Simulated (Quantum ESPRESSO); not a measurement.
# Na in Quantum ESPRESSO: the effect of functional

Na:

```xyz
1
Lattice="-2.1410 2.1410 2.1410 2.1410 -2.1410 2.1410 2.1410 2.1410 -2.1410" Properties=species:S:1:pos:R:3 pbc="T T T"
Na    0.0000    0.0000    0.0000
```

Alike in all runs:

| Quantity | Value |
| --- | --- |
| Program | Quantum ESPRESSO 7.5 |
| Task | phonon dispersion |
| Cutoff | 612 eV |
| Density cutoff | 4898 eV |
| k mesh | 10 × 10 × 10 |
| Occupations | cold, width 0.2 eV |
| Spin | no spin polarisation |

Each run relaxes the cell or the atoms first.

```tsv
functional	potentials or basis	relaxed volume (Å³/atom)	highest phonon frequency (cm⁻¹)
LDA	GBRV 1.5 LDA	?	?
PBE	GBRV 1.5 PBE	36.91	128
PBEsol	GBRV 1.5 PBEsol	36.21	130
```

Q: What does the run with functional LDA give?

A: Relaxed volume 33.22 Å³/atom; highest phonon frequency 136 cm⁻¹.

Caveats: the volume moved by over 15 % at a fixed basis, so the end points are rough (some runs).
